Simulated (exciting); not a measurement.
Wanted: the native input for an exciting (release sodium) run.

```
Task                                     : band structure
Functional                               : revPBE
Potentials or basis                      : all-electron LAPW+lo, shipped species files, valence relativity iora*
rgkmax                                   : 7.5
k mesh                                   : 10 × 10 × 5
Occupations                              : fermi-dirac, width 0.05 eV
Spin                                     : no spin polarisation
outputlevel                              : normal
gmaxvr (cutoff of density and potential) : 14 1/bohr
lmaxapw (and lmaxmat)                    : 10
lmaxvr                                   : 8
nempty                                   : 10
Valence relativity                       : iora*
epsengy                                  : 1e-05 Ha
epspot                                   : 1e-05 Ha
maxscl                                   : 60
Muffin-tin radii                         : Mg 2.0 bohr
```

The system is Mg.

```
CELL_PARAMETERS angstrom
3.20930 0.00000 0.00000
-1.60465 2.77934 0.00000
0.00000 0.00000 5.21030
ATOMIC_POSITIONS crystal
Mg 0.66667 0.33333 0.75000
Mg 0.33333 0.66667 0.25000
```

The input as run:

input.xml

```xml
<input>
  <title>Mg</title>
  <structure speciespath="./" tshift="false">
    <crystal scale="1">
      <basevect>6.064698051761 0.000000000000 0.000000000000</basevect>
      <basevect>-3.032349025881 5.252182579173 0.000000000000</basevect>
      <basevect>0.000000000000 0.000000000000 9.846040027138</basevect>
    </crystal>
    <species speciesfile="Mg.xml" rmt="2">
      <atom coord="0.666666666700 0.333333333300 0.750000000000"/>
      <atom coord="0.333333333300 0.666666666700 0.250000000000"/>
    </species>
  </structure>
  <groundstate do="fromscratch" ngridk="10 10 5" rgkmax="7.5" gmaxvr="14" lmaxapw="10" lmaxmat="10" lmaxvr="8" xctype="GGA_PBE_R" stype="Fermi Dirac" swidth="0.00183747" nempty="10" ValenceRelativity="iora*" epsengy="1e-05" epspot="1e-05" maxscl="60" outputlevel="normal"/>
  <properties>
    <bandstructure>
      <plot1d>
        <path steps="80">
          <point coord="0 0 0" label="G"/>
          <point coord="0.5 0 0" label="M"/>
          <point coord="0.3333333333 0.3333333333 0" label="K"/>
          <point coord="0 0 0" label="G"/>
          <point coord="0 0 0.5" label="A"/>
          <point coord="0.5 0 0.5" label="L"/>
          <point coord="0.3333333333 0.3333333333 0.5" label="H"/>
          <point coord="0 0 0.5" label="A" breakafter="true"/>
          <point coord="0.5 0 0.5" label="L"/>
          <point coord="0.5 0 0" label="M" breakafter="true"/>
          <point coord="0.3333333333 0.3333333333 0" label="K"/>
          <point coord="0.3333333333 0.3333333333 0.5" label="H"/>
        </path>
      </plot1d>
    </bandstructure>
    <dos nwdos="300" winddos="-0.6 0.5" inttype="tetra" ngrdos="100" nsmdos="1"/>
  </properties>
</input>
```

Potentials or basis: all-electron LAPW+lo, shipped species files, valence relativity iora*.

Launch:

```bash
$ OMP_NUM_THREADS=1 exciting_smp
```

Results of the run:

* Band gap on the k mesh: none (metal or under the smearing width)
* All electrons inside the program's atomic spheres: Mg 10.29 (radii Mg 2.0 bohr)

Caveat: the log's total energy holds no entropy term; the free energy is that total less TS from the occupations.

It took 120 s on 1 thread of Arm Neoverse V2, with other jobs on the host, peak memory 0.14 GiB.
